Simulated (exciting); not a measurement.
The N K edge of atom 2 in AlN, space group F-43m, with 4 Al at 1.89 Å (tetrahedral, site symmetry -43m), was computed at 2 levels: exchange and screened direct term (singlet BSE) and independent particles. Common settings: exciting, all-electron LAPW+lo, PBE, 6×6×6 shifted k points, 11 conduction bands, |G+q| up to 3 bohr⁻¹, full RPA screening with nempty = 29, Lorentzian half width 0.45 eV.

Energy from the Kohn–Sham onset, core level to the lowest empty state found on the meshes used; all runs on one relative scale:

```
E (eV)  run 1  run 2
  -3.5   0.02   0.01
  -3.0   0.02   0.01
  -2.5   0.03   0.01
  -2.0   0.04   0.01
  -1.5   0.05   0.01
  -1.0   0.07   0.02
  -0.5   0.12   0.02
   0.0   0.24   0.03
   0.5   0.49   0.04
   1.0   0.79   0.07
   1.5   0.86   0.11
   2.0   0.69   0.17
   2.5   0.51   0.26
   3.0   0.43   0.33
   3.5   0.38   0.34
   4.0   0.36   0.32
   4.5   0.49   0.25
   5.0   0.87   0.18
   5.5   0.87   0.21
   6.0   0.68   0.31
   6.5   0.61   0.42
   7.0   0.70   0.42
   7.5   0.55   0.41
   8.0   0.37   0.58
   8.5   0.30   0.82
   9.0   0.26   0.82
   9.5   0.23   0.71
  10.0   0.20   0.64
  10.5   0.18   0.51
  11.0   0.18   0.38
  11.5   0.18   0.34
  12.0   0.14   0.36
  12.5   0.12   0.33
  13.0   0.11   0.25
  13.5   0.11   0.19
  14.0   0.12   0.15
  14.5   0.14   0.14
  15.0   0.16   0.16
  15.5   0.16   0.19
  16.0   0.15   0.21
  16.5   0.14   0.20
  17.0   0.14   0.18
  17.5   0.14   0.15
  18.0   0.17   0.13
  18.5   0.23   0.12
  19.0   0.36   0.14
  19.5   0.45   0.17
  20.0   0.40   0.24
```

Which run is which, and why?

Run 1: exchange and screened direct term (singlet BSE); highest local maximum in the window at 5.2 eV. Run 2: independent particles; highest local maximum in the window at 8.7 eV. The attractive direct term pulls weight down: the curves pass 0.14 at -0.4 and 1.8 eV in the order of the runs. Fine structure above the first lines is partly noise of the 216-point mesh.

[Banner, clock and machine lines of the logs are left out without a mark of their own.]

[Logs are printed without paths, hosts, clocks, repeated set-up lines and the standing remarks that a program may print on its own settings, such as how far it seeks lower states.]

[Hosts, paths, dates, database ids (printed as entryN), source tags and the programs' standing remarks are cut or masked in the printed files.]
